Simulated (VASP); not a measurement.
# ZnSe (Stilleite) (F-43m) in VASP: notebook

One crystal, ZnSe (Stilleite), is run at these levels: PBE, PBEsol; tasks: single point.

Everything below comes from runs of VASP 6.6.1. Logs are shortened: lines on timing, memory, paths and dates and some standing lists are left out, and cuts for length are marked.

**What was measured.**

“Alloy Disordering Effects on the Thermal Conductivity and Energy Gap Temperature Dependence of Cd1−xZnxSe Ternary Crystals Grown by the Bridgman Method”, 2023, pmc:10253836 reports, for a bulk crystal of ZnSe at 300 K: band gap 2.695 ± 0.003 eV (an exciton energy, a little under the gap).

The runs below are set against these values where they give the same quantity.

**1. The crystal as given**

The structure is cubic, space group F-43m (No. 216). The conventional cell has a = 5.668 Å, b = 5.668 Å, c = 5.668 Å, α = 90.00°, β = 90.00°, γ = 90.00°. Se (site symmetry -43m) has 4 Zn at 2.45 Å as nearest neighbours. Around Zn (site symmetry -43m) lie 4 Se at 2.45 Å.

**2. Single point, PBE**

INCAR

```
SYSTEM = ZnSe
PREC = Accurate
ENCUT = 520
EDIFF = 1E-7
ISMEAR = -1
SIGMA = 0.05
LREAL = .FALSE.
LASPH = .TRUE.
NELM = 100
ALGO = Normal
ISIF = 2
LWAVE = .FALSE.
LCHARG = .FALSE.
GGA = PE
NBANDS = 16
```

KPOINTS

```
regular mesh
0
G
  8 8 8
  0 0 0
```

POSCAR

```
ZnSe
1.0
    0.0000000000      2.8338000000      2.8338000000
    2.8338000000      0.0000000000      2.8338000000
    2.8338000000      2.8338000000      0.0000000000
Se Zn
1 1
Direct
    0.7500000000      0.7500000000      0.7500000000
    0.0000000000      0.0000000000      0.0000000000
```

Potentials or basis: VASP PAW PBE potentials, release 64 (Se, Zn).

On the command line:

```console
cat potpaw_PBE.64/Se/POTCAR potpaw_PBE.64/Zn/POTCAR > POTCAR
mpirun -np 1 vasp_std > vasp.out
```

OUTCAR:

```text
SYSTEM = ZnSe
   PREC = Accurate
   ENCUT = 520
   EDIFF = 1E-7
   ISMEAR = -1
   LREAL = .FALSE.
   LASPH = .TRUE.
   NELM = 100
   ISIF = 2
   GGA = PE

 ion  position               nearest neighbor table
   1  0.750  0.750  0.750-   2 2.45   2 2.45   2 2.45   2 2.45
   2  0.000  0.000  0.000-   1 2.45   1 2.45   1 2.45   1 2.45

  LATTYP: Found a face centered cubic cell.
 ALAT       =     5.6676000000

  Lattice vectors:

 A1 = (   0.0000000000,   2.8338000000,   2.8338000000)
 A2 = (   2.8338000000,   0.0000000000,   2.8338000000)
 A3 = (   2.8338000000,   2.8338000000,   0.0000000000)

Analysis of symmetry for initial positions (statically):
=====================================================================
 Subroutine PRICEL returns:
 Original cell was already a primitive cell.

 Routine SETGRP: Setting up the symmetry group for a
 face centered cubic supercell.

 Subroutine GETGRP returns: Found 24 space group operations
 (whereof 24 operations were pure point group operations)
 out of a pool of 48 trial point group operations.

The static configuration has the point symmetry T_d .

Analysis of symmetry for dynamics (positions and initial velocities):
=====================================================================
 Subroutine PRICEL returns:
 Original cell was already a primitive cell.

 Routine SETGRP: Setting up the symmetry group for a
 face centered cubic supercell.

 Subroutine GETGRP returns: Found 24 space group operations
 (whereof 24 operations were pure point group operations)
 out of a pool of 48 trial point group operations.

The dynamic configuration has the point symmetry T_d .

 Subroutine INISYM returns: Found 24 space group operations
 (whereof 24 operations are pure point group operations),
 and found     1 'primitive' translations

----------------------------------------------------------------------------------------

                                     Primitive cell

  volume of cell :      45.5132

  direct lattice vectors                    reciprocal lattice vectors
     0.000000000  2.833800000  2.833800000    -0.176441527  0.176441527  0.176441527
     2.833800000  0.000000000  2.833800000     0.176441527 -0.176441527  0.176441527
     2.833800000  2.833800000  0.000000000     0.176441527  0.176441527 -0.176441527

  length of vectors
     4.007598393  4.007598393  4.007598393     0.305605690  0.305605690  0.305605690

  position of ions in fractional coordinates (direct lattice)
     0.750000000  0.750000000  0.750000000
     0.000000000  0.000000000  0.000000000

  ion indices of the primitive-cell ions
   primitive index   ion index
                 1           1
                 2           2

----------------------------------------------------------------------------------------

 KPOINTS: regular mesh

Automatic generation of k-mesh.
 Grid dimensions read from file:
 generate k-points for:    8    8    8

 Generating k-lattice:

  Cartesian coordinates                     Fractional coordinates (reciprocal lattice)
    -0.022055191  0.022055191  0.022055191     0.125000000  0.000000000  0.000000000
     0.022055191 -0.022055191  0.022055191     0.000000000  0.125000000  0.000000000
     0.022055191  0.022055191 -0.022055191     0.000000000  0.000000000  0.125000000

  Length of vectors
     0.038200711  0.038200711  0.038200711

  Shift w.r.t. Gamma in fractional coordinates (k-lattice)
     0.000000000  0.000000000  0.000000000

 Subroutine IBZKPT returns following result:
 ===========================================

 Found     29 irreducible k-points:

 Following reciprocal coordinates:
            Coordinates               Weight
  0.000000  0.000000  0.000000      1.000000
  0.125000  0.000000  0.000000      8.000000
  0.250000  0.000000  0.000000      8.000000
  0.375000  0.000000  0.000000      8.000000
  0.500000  0.000000  0.000000      4.000000
  0.125000  0.125000  0.000000      6.000000
[... 21 lines left out ...]
 -0.375000  0.500000  0.125000     12.000000
 -0.250000  0.500000  0.250000      6.000000
   k-points           NKPTS =     29   k-points in BZ     NKDIM =     29   number of bands    NBANDS=     16
   number of dos      NEDOS =    301   number of ions     NIONS =      2
   total plane-waves  NPLWV =  27000
   dimension x,y,z NGX =    30 NGY =   30 NGZ =   30
   dimension x,y,z NGXF=    60 NGYF=   60 NGZF=   60
   ions per type =               1   1
   NGX,Y,Z   is equivalent  to a cutoff of  12.44, 12.44, 12.44 a.u.
   NGXF,Y,Z  is equivalent  to a cutoff of  24.89, 24.89, 24.89 a.u.
 SYSTEM =  ZnSe
   PREC   = accura    normal or accurate (medium, high low for compatibility)
   ISTART =      0    job   : 0-new  1-cont  2-samecut
   ICHARG =      2    charge: 1-file 2-atom 10-const
   ISPIN  =      1    spin polarized calculation?
   LNONCOLLINEAR =      F non collinear calculations
   LSORBIT =      F    spin-orbit coupling
   LASPH  =      T    aspherical Exc in radial PAW
   ENCUT  =  520.0 eV  38.22 Ry    6.18 a.u.   7.45  7.45  7.45*2*pi/ulx,y,z
   NELM   =    100;   NELMIN=  2; NELMDL= -5     # of ELM steps
   EDIFF  = 0.1E-06   stopping-criterion for ELM
   LREAL  =      F    real-space projection
[... 7 lines left out ...]
   TEBEG  =    0.0;   TEEND  =   0.0 temperature during run
   PSTRESS=    0.0 pullay stress
   NELECT =      18.0000    total number of electrons
   NUPDOWN=      -1.0000    fix difference up-down
   EMIN   =  10.00;   EMAX   =-10.00  energy-range for DOS
   EFERMI =   0.00;   METHOD = LEGACY
   ISMEAR =    -1;   SIGMA  =   0.05  broadening in eV -4-tet -1-fermi 0-gaus
   EFERMI_NEDOS =   21; number of points for ismear=-14 and -15
   IALGO  =     38    algorithm
   IMIX   =      4    mixing-type and parameters
     AMIX     =   0.40;   BMIX     =  1.00
     AMIX_MAG =   1.60;   BMIX_MAG =  1.00
  volume/ion in A,a.u.               =      22.76       153.57
  Fermi-wavevector in a.u.,A,eV,Ry     =   1.201673  2.270834 19.647073  1.444019
  Thomas-Fermi vector in A             =   2.337476
   LORBIT       =      0    0 simple, 1 ext, 2 COOP (PROOUT), +10 PAW based schemes
   GGA     = PE    functional components
   LHFCALC =     F    Hartree Fock is set to
   AEXX    =    0.0000 exact exchange contribution
   IVDW    =     0    specifies the selected vdW correction
   LEPSILON=     F    determine dielectric tensor
   LRPA    =     F    only Hartree local field effects (RPA)
 non-spin polarized calculation
  energy-cutoff  :      520.00
  volume of cell :       45.51
 maximum number of plane-waves:      1243
 NGX is ok and might be reduce to    30
   NGX = 15   NGY = 15   NGZ = 15

 number of electron      18.0000012 magnetization

 Free energy of the ion-electron system (eV)
  ---------------------------------------------------
  ext. energy  EPLUGINS =         0.00000000
  ---------------------------------------------------
  free energy    TOTEN  =        -6.02011775 eV

  energy without entropy =       -6.02011772  energy(sigma->0) =       -6.02011773

 E-fermi :   2.2929     XC(G=0):  -9.3216

 val. band max:        1.6132205863   @ k =   0.0000   0.0000   0.0000
 cond. band min:       2.9035119650   @ k =   0.0000   0.0000   0.0000
 fundamental gap:      1.2902913786
 Fermi energy:         2.2928969729

 k-point     1 :       0.0000    0.0000    0.0000
  band No.  band energies     occupation
      1     -11.6459      2.00000
      2      -4.9327      2.00000
      3      -4.9327      2.00000
      4      -4.9327      2.00000
      5      -4.5629      2.00000
      6      -4.5629      2.00000
[... 8 lines left out ...]
     15      13.0735      0.00000
     16      13.0735      0.00000

 k-point     2 :       0.1250    0.0000    0.0000
  band No.  band energies     occupation
      1     -11.5453      2.00000
      2      -4.9258      2.00000
      3      -4.9168      2.00000
      4      -4.9168      2.00000
      5      -4.5643      2.00000
      6      -4.5643      2.00000
[... 8 lines left out ...]
     15      12.2914      0.00000
     16      12.4059      0.00000

 k-point     3 :       0.2500    0.0000    0.0000
  band No.  band energies     occupation
      1     -11.2839      2.00000
      2      -4.8820      2.00000
      3      -4.8820      2.00000
      4      -4.8704      2.00000
      5      -4.5628      2.00000
      6      -4.5628      2.00000
[... 8 lines left out ...]
     15      12.0550      0.00000
     16      12.3338      0.00000

 k-point     4 :       0.3750    0.0000    0.0000
  band No.  band energies     occupation
      1     -10.9903      2.00000
      2      -4.8541      2.00000
      3      -4.8541      2.00000
      4      -4.6758      2.00000
      5      -4.5522      2.00000
      6      -4.5522      2.00000
[... 8 lines left out ...]
     15      13.1687      0.00000
     16      13.1687      0.00000

 k-point     5 :       0.5000    0.0000    0.0000
  band No.  band energies     occupation
      1     -10.8568      2.00000
      2      -4.8451      2.00000
      3      -4.8451      2.00000
      4      -4.5445      2.00000
      5      -4.5445      2.00000
      6      -4.4043      2.00000
[... 8 lines left out ...]
     15      14.7198      0.00000
     16      14.7198      0.00000

 k-point     6 :       0.1250    0.1250    0.0000
  band No.  band energies     occupation
      1     -11.5116      2.00000
      2      -4.9408      2.00000
      3      -4.9028      2.00000
      4      -4.9028      2.00000
      5      -4.5743      2.00000
      6      -4.5558      2.00000
[... 8 lines left out ...]
     15      12.8519      0.00000
     16      13.2939      0.00000

 k-point     7 :       0.2500    0.1250    0.0000
  band No.  band energies     occupation
      1     -11.3030      2.00000
      2      -4.9235      2.00000
      3      -4.8659      2.00000
      4      -4.8620      2.00000
      5      -4.5796      2.00000
      6      -4.5495      2.00000
[... 8 lines left out ...]
     15      13.1528      0.00000
     16      13.7241      0.00000

 k-point     8 :       0.3750    0.1250    0.0000
  band No.  band energies     occupation
      1     -11.0159      2.00000
      2      -4.8676      2.00000
      3      -4.8331      2.00000
      4      -4.7557      2.00000
      5      -4.5599      2.00000
      6      -4.5422      2.00000
[... 8 lines left out ...]
     15      13.3744      0.00000
     16      13.9087      0.00000

 k-point     9 :       0.5000    0.1250    0.0000
  band No.  band energies     occupation
      1     -10.8218      2.00000
      2      -4.8439      2.00000
      3      -4.8217      2.00000
      4      -4.5874      2.00000
      5      -4.5425      2.00000
      6      -4.4227      2.00000
[... 8 lines left out ...]
     15      14.0500      0.00000
     16      14.7356      0.00000
[... 267 lines left out ...]
 k-point    24 :      -0.3750    0.2500    0.1250
  band No.  band energies     occupation
      1     -10.7252      2.00000
      2      -4.8292      2.00000
      3      -4.7920      2.00000
      4      -4.5948      2.00000
      5      -4.5559      2.00000
      6      -4.3538      2.00000
[... 8 lines left out ...]
     15      14.3638      0.00000
     16      15.1802      0.00000

 k-point    25 :       0.5000    0.3750    0.1250
  band No.  band energies     occupation
      1     -10.7380      2.00000
      2      -4.8623      2.00000
      3      -4.7557      2.00000
      4      -4.6954      2.00000
      5      -4.5329      2.00000
      6      -4.4707      2.00000
[... 8 lines left out ...]
     15      15.1187      0.00000
     16      15.8397      0.00000

 k-point    26 :      -0.3750    0.3750    0.1250
  band No.  band energies     occupation
      1     -10.6273      2.00000
      2      -4.8285      2.00000
      3      -4.7420      2.00000
      4      -4.6294      2.00000
      5      -4.5535      2.00000
      6      -4.3183      2.00000
[... 8 lines left out ...]
     15      14.8269      0.00000
     16      15.7301      0.00000

 k-point    27 :      -0.2500    0.3750    0.1250
  band No.  band energies     occupation
      1     -10.6697      2.00000
      2      -4.8194      2.00000
      3      -4.7679      2.00000
      4      -4.6043      2.00000
      5      -4.5671      2.00000
      6      -4.3616      2.00000
[... 8 lines left out ...]
     15      13.4213      0.00000
     16      17.0317      0.00000

 k-point    28 :      -0.3750    0.5000    0.1250
  band No.  band energies     occupation
      1     -10.5862      2.00000
      2      -4.8563      2.00000
      3      -4.7056      2.00000
      4      -4.6610      2.00000
      5      -4.5330      2.00000
      6      -4.3218      2.00000
[... 8 lines left out ...]
     15      15.3703      0.00000
     16      15.8748      0.00000

 k-point    29 :      -0.2500    0.5000    0.2500
  band No.  band energies     occupation
      1     -10.5837      2.00000
      2      -4.8155      2.00000
      3      -4.7256      2.00000
      4      -4.5955      2.00000
      5      -4.5926      2.00000
      6      -4.2629      2.00000
[... 8 lines left out ...]
     15      15.3796      0.00000
     16      15.7120      0.00000

------------------------ aborting loop because EDIFF is reached ----------------------------------------

  FORCE on cell =-STRESS in cart. coord.  units (eV):
  Direction    XX          YY          ZZ          XY          YZ          ZX
  --------------------------------------------------------------------------------------
  -------------------------------------------------------------------------------------
  Total        0.6647203      0.6647203      0.6647203      0.0000000      0.0000000     -0.0000000
  in kB       23.3997898     23.3997898     23.3997898      0.0000000      0.0000000     -0.0000000
  external PRESSURE =      23.3997898 kB  Pullay stress =       0.0000000 kB

 VOLUME and BASIS-vectors are now :
 -----------------------------------------------------------------------------
  energy-cutoff  :      520.00
  volume of cell :       45.51
      direct lattice vectors                 reciprocal lattice vectors
     0.000000000  2.833800000  2.833800000    -0.176441527  0.176441527  0.176441527
     2.833800000  0.000000000  2.833800000     0.176441527 -0.176441527  0.176441527
     2.833800000  2.833800000  0.000000000     0.176441527  0.176441527 -0.176441527

 POSITION                                       TOTAL-FORCE (eV/Angst)
 -----------------------------------------------------------------------------------
      4.25070      4.25070      4.25070         0.000000      0.000000      0.000000
      0.00000      0.00000      0.00000        -0.000000     -0.000000     -0.000000
 -----------------------------------------------------------------------------------
    total drift:                                0.000001      0.000001      0.000001

  FREE ENERGIE OF THE ION-ELECTRON SYSTEM (eV)
  ---------------------------------------------------
  free  energy   TOTEN  =        -6.0201177457 eV

  energy  without entropy=       -6.0201177179  energy(sigma->0) =       -6.02011773
```

Wall time 10 s (1 thread of AMD EPYC 9R45 (Zen 5), shared host); peak memory 0.14 GiB.

Results:

- Free energy: -6.0201 eV
- Pressure: 2.3 GPa
- Band gap on the k mesh: 1.29 eV, direct

(Part 1 of 2 ends here.)
